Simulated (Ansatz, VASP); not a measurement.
# GaP: VASP beside Ansatz

One calculation is typed for both programs; each brings its own data sets and cutoff. How far apart do they land? The cell is taken from a series of VASP runs on this material, whose earlier steps may have relaxed, scaled or displaced it; both programs get it as it stands.

Program: Ansatz 0.2.0. Level of theory: plane waves, with VASP 6.6.1 beside it; band structure at HSE06. Results are calculated unless marked as measured.

**1. Starting point**

It takes space group F-43m (No. 216, cubic). Conventional cell: a = 5.429 Å, b = 5.429 Å, c = 5.429 Å, α = 90.00°, β = 90.00°, γ = 90.00°. Nearest to Ga lie 4 P at 2.35 Å. Nearest to P lie 4 Ga at 2.35 Å. Farther neighbours are not listed.

**2. Ansatz: band structure, HSE06**

Ansatz runs on its default PAW (the set named soft_2) files.

Levels along a path test the potential and the projectors away from the mesh points.

input.yaml

```yaml
crystal:
  lattice:
    - [0.0, 2.7146945537, 2.7146945537]
    - [2.7146945537, 0.0, 2.7146945537]
    - [2.7146945537, 2.7146945537, 0.0]
  atoms:
    - { symbol: Ga, position: [0.0, 0.0, 0.0] }
    - { symbol: P, position: [0.25, 0.25, 0.25] }
hamiltonian:
  xc: { exchange: pbe, correlation: pbe, exx: { coeff: 0.25, omega: 0.2 } }
  pseudopotentials: { kind: paw }
kpoints:
  mp_grid: { grid: [5, 5, 5] }
  band_path:
    path:
      - [0.0, 0.0, 0.0]
      - [0.4, 0.0, 0.4]
      - [0.5, 0.0, 0.5]
      - [0.5, 0.2, 0.7]
      - [0.4, 0.35, 0.75]
      - [0.15, 0.15, 0.3]
      - [0.2, 0.2, 0.2]
      - [0.55, 0.4, 0.55]
      - [0.6, 0.25, 0.65]
      - [0.5, 0.25, 0.75]
      - [0.5, 0.5, 0.5]
      - [0.375, 0.375, 0.75]
      - [0.5, 0.0, 0.5]
    npoints: 1
scf:
  occupations: { method: gaussian, width: 0.05 }
  n_extra_bands: 7
output:
  forces: true
  stress: true
  eigenvalues: true
  write_density: true
  write_potential: true
  elf: true
  volumetric_format: npy
```

Command:

```console
ansatz run input.yaml --threads 4 --pin off --max-ram 9216MiB --backend cpu --events-out ev --progress --plain --runs-dir out
```

Numbers of over 12 decimals in the logs are rounded to 6 here.

Log:

```text
Warning: output.stress: scf.convergence.dr2_threshold = 1e-7 eV (the SCF's general default) is looser than the 2e-10 eV advised for a printed stress (1e-10 eV for each atom of the cell: 2). What an SCF threshold leaves in a stress goes as its square root, and in the free energy as the threshold itself, and one threshold admits the most on a small cell: [figures from the program's tests cut] Set scf.convergence.dr2_threshold to 2e-10 eV or tighter. The threshold is an SCF's pass mark: one that does not reach it within its budget of iterations ends unconverged, or closes short of it on a stop that the run arms, and scf.convergence.dr2_threshold's page says what that costs each kind of run
Warning: output.stress: scf.exx.energy_threshold = 1e-6 eV is looser than the 2e-8 eV advised for a stress under a hybrid functional (1e-8 eV for each atom of the cell: 2). Every SCF of the exchange loop can meet its threshold on dr2 while the loop round them stops early: no threshold on dr2 bounds what that leaves in the stress. Set scf.exx.energy_threshold to 2e-8 eV or tighter. The threshold is the loop's pass mark: a loop that does not reach it within its budget of cycles ends unconverged, and scf.exx.energy_threshold's page has the law
scf.n_extra_bands = 7 over 9 filled bands (N_el = 18.0): the run solves 16 bands
Engine: ansatz 0.2.0, aarch64-unknown-linux-gnu
Pseudopotentials: kind: paw
Pseudopotential: Ga, paw, valence charge 13, recommended cutoff 420 eV (normal), Ga.paw.azcp
Pseudopotential: P, paw, valence charge 5, recommended cutoff 420 eV (normal), P.paw.azcp
Functional definition: unnamed
  parameter a_1 = 0.25
  parameter omega_1 = 0.2/angstrom
  exchange = pbe_x + (-a_1)*pbe_x_sr(omega_1) + a_1*exact_x_sr(omega_1)
  correlation = pbe_c
Crystal: 2 atoms, lattice volume = 40.012 Å³
Basis set: ecut = 420 eV, 749 PW (Γ), exchange–correlation on 54×54×54 points (8 copies of the dense FFT grid, shifted against one another)
Bands: 16, of which v1, the nominal top of the filled ones, is band 9 counted from 1 (8 counted from 0)
Symmetry: 24 space group operations
Space group: F-43m (ITA 216), of the structure as read, at distance tolerance 3.4e-5 Å
k-points: 10 of 125 (time reversal used)
Non-local potential: Ga, projectors of the file, l = 0: 2, l = 1: 2, l = 2: 3, l = 3: 1
Non-local potential: P, projectors of the file, l = 0: 2, l = 1: 2, l = 2: 2
PAW form: soft (Blöchl's): semilocal exchange-correlation on the pseudo side does not see the compensation charge
PAW frozen core: Ga, regenerated for the run's functional, and the local potential with it (the file was generated under x = pbe(κ = 0.804, μ = 0.219515), c = pbe(β = 0.066725))
PAW frozen core: P, regenerated for the run's functional, and the local potential with it (the file was generated under x = pbe(κ = 0.804, μ = 0.219515), c = pbe(β = 0.066725))
PAW one-centre angular grid: Ga, 590 points (default); XC on 64 Gauss nodes
PAW one-centre angular grid: P, 110 points (default); XC on 64 Gauss nodes
Initial density: superposition of atomic densities (neutral atoms: chi_scale 0, normalization atom), corrected by the library's trained network
Initial wavefunctions: pseudopotential atomic-orbital guess
Functional: x = pbe(κ = 0.804, μ = 0.219515), c = pbe(β = 0.066725), warm-up for x = pbe(κ = 0.804, μ = 0.219515) + 0.25 (exact − pbe) at short range (hse, ω = 0.2 Å⁻¹), c = pbe(β = 0.066725)
SCF iter   1: F=—  HF=-4539.493528 eV  |F-HF|=—  |Δ(HF+E_count)|=         —  Δρ=9.31e-4  dr2=4.73e-4  ethr=1.77e-3  ⟨swp⟩=10.7  Hψ=768  notcnv=0
preconditioner: auto → none  [insulator: Δε(μ)=1.564 eV  Ē_g=18.070 eV  σ=0.050 eV  W_gap=1.00  n_scr=14 (ndim 8)  ℏωp=24.9 eV  f_vac=0.011  D(μ)=0.00/eV (n_scr^D=0)]
SCF iter   2: F=-4539.493626 eV  HF=-4539.493616 eV  |F-HF|=1.03e-5  |Δ(HF+E_count)|=   8.80e-5  Δρ=3.72e-4  dr2=5.65e-5  ethr=2.63e-6  ⟨swp⟩=4.5  Hψ=444  notcnv=0  defer=2
SCF 1 stopped early in 2 iterations: F = -4539.493626 eV  dr2 = 5.65e-5
  greatest PAW one-centre occupation: 0.994 electrons in one spin orbital (limit 2), on the Ga atom at site 0 (counted from 0), in its partial waves of l = 2
Initial density: handed on by an earlier stage of this run
Initial wavefunctions: those handed on with the density
Functional: x = pbe(κ = 0.804, μ = 0.219515) + 0.25 (exact − pbe) at short range (hse, ω = 0.2 Å⁻¹), c = pbe(β = 0.066725)
Exchange kernel: α = 0.2500, screened, ω = 0.2000 Å⁻¹, Wigner–Seitz truncation, v(0) = 1124.1208 eV·Å³, q-mesh 5×5×5, nearest image of the exchange supercell L = 19.20 Å, pair-density grid 15×15×15, without the augmentation charges, whose exchange is taken in its separable form by FFT convolution over the k-point mesh (sized by the pseudopotential files, 24×24×24 at the most), smooth part of the exact exchange by density-matrix convolution
Frozen-core exchange: fock
SCF iter   1: F=—  HF=-4540.580425 eV  |F-HF|=—  |Δ(HF+E_count)|=         —  Δρ=1.31e-2  dr2=2.72e-2  ethr=3.14e-6  ⟨swp⟩=6.0  Hψ=751  notcnv=0
preconditioner: auto → none  [insulator: Δε(μ)=2.250 eV  Ē_g=21.002 eV  σ=0.050 eV  W_gap=1.00  n_scr=14 (ndim 8)  ℏωp=24.9 eV  f_vac=0.010  D(μ)=0.00/eV (n_scr^D=0)]
SCF iter   2: F=—  HF=-4540.566936 eV  |F-HF|=—  |Δ(HF+E_count)|=   1.35e-2  Δρ=2.58e-3  dr2=2.41e-3  ethr=3.14e-6  ⟨swp⟩=4.0  Hψ=489  notcnv=0
SCF iter   3: F=—  HF=-4540.573019 eV  |F-HF|=—  |Δ(HF+E_count)|=   6.08e-3  Δρ=3.19e-3  dr2=1.47e-3  ethr=3.14e-6  ⟨swp⟩=4.0  Hψ=429  notcnv=0
SCF iter   4: F=—  HF=-4540.572867 eV  |F-HF|=—  |Δ(HF+E_count)|=   1.52e-4  Δρ=1.16e-3  dr2=2.70e-4  ethr=3.14e-6  ⟨swp⟩=3.0  Hψ=301  notcnv=0
iter 5 solved again at ethr=2.18e-8 eV; its pass at ethr=9.63e-7 eV (dr2=3.92e-6 eV) is discarded
SCF iter   5: F=—  HF=-4540.572875 eV  |F-HF|=—  |Δ(HF+E_count)|=   7.92e-6  Δρ=1.04e-4  dr2=1.28e-5  ethr=2.18e-8  ⟨swp⟩=3.6  Hψ=603  notcnv=0  defer=2
SCF iter   6: F=—  HF=-4540.573035 eV  |F-HF|=—  |Δ(HF+E_count)|=   1.60e-4  Δρ=2.06e-4  dr2=7.66e-6  ethr=2.06e-8  ⟨swp⟩=4.0  Hψ=444  notcnv=0
SCF iter   7: F=-4540.573028 eV  HF=-4540.573028 eV  |F-HF|=1.99e-8  |Δ(HF+E_count)|=   7.04e-6  Δρ=9.76e-6  dr2=7.76e-8  ethr=2.06e-8  ⟨swp⟩=4.0  Hψ=383  notcnv=0
SCF 2 converged in 7 iterations: F = -4540.573028 eV  dr2 = 7.76e-8
hybrid outer 1: dexx = +7.380e-3 eV, tail = 2.08e-5 eV
Exchange kernel: α = 0.2500, screened, ω = 0.2000 Å⁻¹, Wigner–Seitz truncation, v(0) = 1124.1208 eV·Å³, q-mesh 5×5×5, nearest image of the exchange supercell L = 19.20 Å, pair-density grid 15×15×15, without the augmentation charges, whose exchange is taken in its separable form by FFT convolution over the k-point mesh (sized by the pseudopotential files, 24×24×24 at the most), smooth part of the exact exchange by density-matrix convolution
Frozen-core exchange: fock
SCF iter   1: F=—  HF=-4540.572891 eV  |F-HF|=—  |Δ(HF+E_count)|=         —  Δρ=5.32e-5  dr2=1.53e-6  ethr=5.77e-7  ⟨swp⟩=4.1  Hψ=383  notcnv=0
preconditioner: auto → none  [insulator: Δε(μ)=2.284 eV  Ē_g=20.813 eV  σ=0.050 eV  W_gap=1.00  n_scr=14 (ndim 8)  ℏωp=24.9 eV  f_vac=0.009  D(μ)=0.00/eV (n_scr^D=0)]
SCF iter   2: F=—  HF=-4540.572891 eV  |F-HF|=—  |Δ(HF+E_count)|=   2.72e-7  Δρ=1.65e-5  dr2=1.40e-7  ethr=8.14e-9  ⟨swp⟩=3.7  Hψ=326  notcnv=0
SCF iter   3: F=—  HF=-4540.572891 eV  |F-HF|=—  |Δ(HF+E_count)|=   4.45e-7  Δρ=9.81e-6  dr2=4.44e-8  ethr=3.46e-10  ⟨swp⟩=3.9  Hψ=374  notcnv=0
SCF iter   4: F=-4540.572891 eV  HF=-4540.572891 eV  |F-HF|=3.92e-9  |Δ(HF+E_count)|=   1.12e-8  Δρ=8.12e-7  dr2=1.37e-9  ethr=2.13e-10  ⟨swp⟩=3.0  Hψ=284  notcnv=0
SCF 3 converged in 4 iterations: F = -4540.572891 eV  dr2 = 1.37e-9
  Residual-converged pass: ⟨swp⟩=3.0  Hψ=314  notcnv=0  max |occ|·‖R‖ = 2.3e-6 eV (tolerance 2.4e-6 eV)  dr2=1.35e-9  dr2_onsite=5.47e-9  max |Δocc| = 3.5e-235
hybrid outer 2: dexx = +4.721e-7 eV, tail = 2.42e-8 eV, Δε = 2.59e-3 eV (about 1.01e-4 eV left of the loop's levels)
NSCF: frozen V_eff on 13 k-points
hybrid SCF converged: 2 outer / 11 inner (+2 warm-up), last move |dexx| = 4.72e-7 eV, tail = 2.42e-8 eV
Stability not checked: this state was not tested for a lower state beside it, because the functional holds exact exchange (a hybrid, or Hartree-Fock), whose exchange loop this test does not read (fock_operator; see scf.lower_state_search)
Free energy (F): -4540.572891 eV
Frozen-core exchange: fock
Harris-Foulkes:  -4540.572891 eV  (|F-HF|=3.92e-9)
Internal energy: -4540.572891 eV  (E = F + TS)
E sigma→0 (E₀):  -4540.572891 eV
Fermi energy:    7.934610 eV
--- Per-component energies (eV) ---
  E_band       = -93.661750
  E_kinetic    = 185.848733
  E_local      = -2196.370942  (includes V_loc(G=0)·N_el)
  E_nonlocal   = 460.034128
  E_hartree    = 1019.767771
  E_xc         = -105.649582
  E_vxc        = -95.924594  (∫ρ·V_xc dr)
  E_exx        = -56.601370  (= α·E_x^exact, valence–valence)
  E_paw        = -2529.890238  (= ΣΔE_a)
  E_vpaw       = -373.581221  (= ΣTr[D̂ρ^β])
  E_aug_tail   = -0.000109  (compensation charges beyond the density's cutoff)
  E_ewald      = -1317.748853
  E_core_change = 0.037573  (= ΣΔE_core)
  E_smearing   = -0.000000  (= −TS)
  E_closure    = -0.000003  (closes the sum)
  Σ components = -4540.572891   (vs F -4540.572891, Δ=0.00e0)
--- Forces (eV/Å), atoms counted from 1 ---
  atom   1  Ga     0.00000000    -0.00000000    -0.00000000
  atom   2  P     -0.00000000     0.00000000    -0.00000000
  max |Σ_I F_I| component: 5.55e-17 eV/Å
--- Stress (GPa, compression-positive) ---
        1.899072      -0.000000      -0.000000
        0.000000       1.899072       0.000000
       -0.000000       0.000000       1.899072
  P = ⅓ Tr σ = 1.8991 GPa (18.991 kbar)
--- Band table (eV; the first three rows and the last of 10) ---
  k-point 0: bands = [... 5 lower, -7.0824, 6.7929, 6.7929, 6.7929, 9.7295, 11.5812, 11.5812, 11.5812, ... 3 higher]
  k-point 1: bands = [... 5 lower, -6.5306, 3.5907, 6.2625, 6.2625, 10.0950, 12.3338, 12.3338, 13.4184, ... 3 higher]
  k-point 2: bands = [... 5 lower, -5.1867, 0.1309, 5.6480, 5.6480, 9.4597, 12.4868, 12.4868, 16.0301, ... 3 higher]
  k-point 9: bands = [... 5 lower, -4.1358, 0.0037, 2.7853, 3.8488, 11.7292, 12.3238, 13.1284, 16.5364, ... 3 higher]
```

The job ended after 21 s (4 threads of Arm Neoverse V1, shared host; peak memory 0.76 GiB).

[end of part 1 of 2]

[Lines on the potential files, build, host, timing and source positions are cut from VASP's logs without a mark.]

[Logs are printed without paths, hosts, clocks, repeated set-up lines and the standing remarks that a program may print on its own settings, such as how far it seeks lower states.]

[Hosts, paths, dates, database ids (printed as entryN), source tags and the programs' standing remarks are cut or masked in the printed files.]
